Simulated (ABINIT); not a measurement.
Mg, 1 atom in the cell. It takes space group Im-3m (No. 229, cubic). Conventional cell: a = 3.546 Å, b = 3.546 Å, c = 3.546 Å, α = 90.00°, β = 90.00°, γ = 90.00°. Mg (site symmetry m-3m) is surrounded by 8 Mg at 3.07 Å. This isn't the form of Mg at room conditions, which is hcp.

* Program: ABINIT 10.8.3 (patched build)
* Task: equation of state
* Functional: PBE
* Potentials or basis: JTH PAW PBE v2.0
* Cutoff: 517 eV
* k mesh: 11 × 11 × 11
* Occupations: fermi-dirac, width 0.05 eV
* Spin: no spin polarisation
* Fine-grid cutoff: 1034.03 eV
* Exchange and correlation inside the PAW spheres: full angular mesh (pawxcdev 0, this build's default; the released program takes 1)

Potentials or basis: JTH PAW PBE v2.0.

The run is started by

```sh
$ abinit run.abi > log 2>&1
```

Hardware: 1 thread of Arm Neoverse V2 (shared host).

**Question.** Estimate the wall time of this run.

**Answer.** Run time: 35 s on 1 thread of Arm Neoverse V2, with other jobs on the host, peak memory 0.12 GiB. Counts: scf iterations 52, mpi ranks 1, k points 56, bands 9, plane waves 572.
